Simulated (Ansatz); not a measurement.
# Stiffness of PbS from strained cells

```yaml
crystal:
  lattice:
    - [0.00000, 2.96500, 2.96500]
    - [2.96500, 0.00000, 2.96500]
    - [2.96500, 2.96500, 0.00000]
  atoms:
    - { symbol: Pb, position: [0.00000, 0.00000, 0.00000] }
    - { symbol: S, position: [0.50000, 0.50000, 0.50000] }
```

Atom numbers follow the list: Pb1, S2.

Conventional cell: a = 5.930 Å, b = 5.930 Å, c = 5.930 Å, α = 90.00°, β = 90.00°, γ = 90.00°. Around Pb (atom 1) lie 6 S at 2.96 Å. S (atom 2) is surrounded by 6 Pb at 2.96 Å.

The cell is COD entry 9000001, as deposited and not checked against the literature; nothing was relaxed.

Spin–orbit coupling is left out, though it moves levels of the heavy atoms by tenths of an eV or more.

Computed with DFT, PBE, all-electron LAPW, scalar-relativistic in Ansatz 0.2.0.

Numerical set-up: a Γ-centred 8×8×8 k mesh, Fermi–Dirac smearing of 0.01 eV, basis error target 0.5 meV/atom, no spin polarisation.

The unstrained cell is at 2.29 GPa. Large strains and very small stresses are left out. Each strain is applied once, with fractional coordinates held (clamped ions), and σ below is the change of stress, positive in tension. One finite strain gives stress–strain coefficients at this pressure with an error of the order of the strain times third-order constants, a few per cent for each per cent of strain.

**Question.** With equal xy, yz and zx engineering shear strains of -1 %, the run gives σxy = -0.19 GPa and γxy = 2εxy = -0.0100. Which stiffness follows?

**Answer.** C44 (clamped ions) = σxy/γxy = 19 GPa.

**Question.** With equal xy, yz and zx engineering shear strains of +1 %, the run gives σxy = 0.20 GPa and γxy = 2εxy = 0.0100. Which stiffness follows?

**Answer.** C44 (clamped ions) = σxy/γxy = 20 GPa.

**Question.** The two estimates of C44 (clamped ions) differ. Why, and which value is best?

**Answer.** Finite strains add third-order terms, which change sign with the strain; interpolating the two linearly to zero strain gives 20 GPa, the better value.
